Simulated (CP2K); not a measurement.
BaTiO3:

```
Ba Ti O
1.0
     3.99980    0.00000    0.00000
     0.00000    3.99980    0.00000
     0.00000    0.00000    8.03600
Ba Ti O
2 2 6
Cartesian
  3.9971 0.0060 0.0165
  0.0027 3.9938 4.0015
  1.9573 1.9913 1.9280
  2.0425 2.0085 5.9633
  2.0111 2.0083 0.0866
  1.9887 1.9915 4.0600
  2.0226 0.0067 2.0741
  1.9772 3.9931 6.0825
  0.0311 1.9987 2.1106
  3.9687 2.0011 6.0460
```

Base run:

```yaml
Program: CP2K 2026.2
Functional: BLYP
Potentials_or_basis: POTENTIAL_UZH Ba GTH-PBE-q10, Ti GTH-PBE-q12, O GTH-PBE-q6; DZVP-MOLOPT-PBE-GTH basis
Density_cutoff: 11565 eV
k_mesh: 5 × 5 × 3
Occupations: fermi-dirac, width 0.05 eV
Spin: no spin polarisation
```

Its results: band gap on the k mesh 2.03 eV; pressure 11.4 GPa.

Q: After a change of settings the same cell gave: band gap on the k mesh 1.97 eV; pressure 1.2 GPa. Which change was it?
A. functional from BLYP to AM05
B. functional from BLYP to optB88-vdW
C. functional from BLYP to M06-L
D. functional from BLYP to PBEsol

A: A.

AM05 binds more tightly than BLYP, so the same cell stands under less pressure.

Caveats: the potentials were made for another functional, which shifts forces and pressure; spin-orbit coupling is left out, which moves the levels of the heavy elements; the mesh misses the band edges, which the band path finds closer together; the basis of atomic orbitals isn't converged, which shifts pressures, moduli and gaps.

Runs at the PBE level aren't shown here.
